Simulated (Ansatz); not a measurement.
# Si2Ni under changes of volume

One of the cells (13.166 Å³/atom); the others are scaled copies at fixed shape and fractional positions:

```
Ni Si
1.0
     0.00000    2.70300    2.70300
     2.70300    0.00000    2.70300
     2.70300    2.70300    0.00000
Ni Si
1 2
Direct
  0.00000 0.00000 0.00000
  0.75000 0.75000 0.75000
  0.25000 0.25000 0.25000
```

| Property | Result |
| --- | --- |
| Program | Ansatz 0.2.0 |
| Functional | PBEsol |
| Potentials or basis | Ansatz PAW |
| Cutoff | 420 eV (not typed: the program's choice for these potentials) |
| k mesh | 9 × 9 × 9 |
| Occupations | fermi-dirac, width 0.05 eV |
| Spin | collinear spin, ferromagnetic start |
| Starting moments | [1.0, 0.0, 0.0] μB |

```csv
volume (Å³/atom),energy over the lowest point (meV/atom),pressure (GPa)
12.376,?,?
12.639,7.95,5.8
12.902,1.25,2.3
13.166,0.00,-0.9
13.429,3.72,-3.8
13.692,12.00,-6.4
13.956,24.45,-8.8
```

**Question.** What does the run at 12.376 Å³/atom give?

**Answer.** Energy over the lowest point 20.61 meV/atom; pressure 9.7 GPa.

Worked out: A Birch-Murnaghan fit of order 3 (a polynomial in V^(-2/3)) to the other rows has its minimum at 13.10 Å³/atom with B0 = V·E''(V) = 154 GPa and B' = 3.6. It gives 20.62 meV/atom at 12.376 Å³/atom, against the run's 20.61, and -dE/dV = 9.7 GPa, against 9.7.

Energies are extrapolated to zero smearing.

Caveats: the PAW data sets come from PBE, with cores solved anew for the run's functional, which leaves a small shift of forces and pressure; the starting moments weren't kept.
